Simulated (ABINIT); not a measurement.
The system is SiO2.

```
Si O
1.0
     4.23317    0.00000    0.00000
     0.00000    4.23317    0.00000
     0.00000    0.00000    2.69349
Si O
2 4
Direct
  0.00000 0.00000 0.00000
  0.50000 0.50000 0.50000
  0.80684 0.19316 0.50000
  0.30684 0.30684 0.00000
  0.19316 0.80684 0.50000
  0.69316 0.69316 0.00000
```

The cell comes from a database or a generator and needn't be the stable form of this composition.

Base run:

| Quantity | Value |
| --- | --- |
| Program | ABINIT 10.8.3 (patched build) |
| Functional | PBE |
| Potentials or basis | JTH PAW PBE v2.0 |
| Cutoff | 626 eV |
| k mesh | 6 × 6 × 10 |
| Occupations | fermi-dirac, width 0.05 eV |
| Spin | no spin polarisation |

Its results: band gap on the k mesh 4.99 eV, direct; pressure -2.4 GPa; largest force 0.068 eV/Å.

Q: The run is repeated on the same cell with these changes: functional from PBE to LDA; potentials or basis from JTH PAW PBE v2.0 to JTH PAW LDA v2.0. What comes out?

A: Band gap on the k mesh 4.95 eV, direct; pressure -15.8 GPa; largest force 0.176 eV/Å.

Not every run made on this cell is shown here.
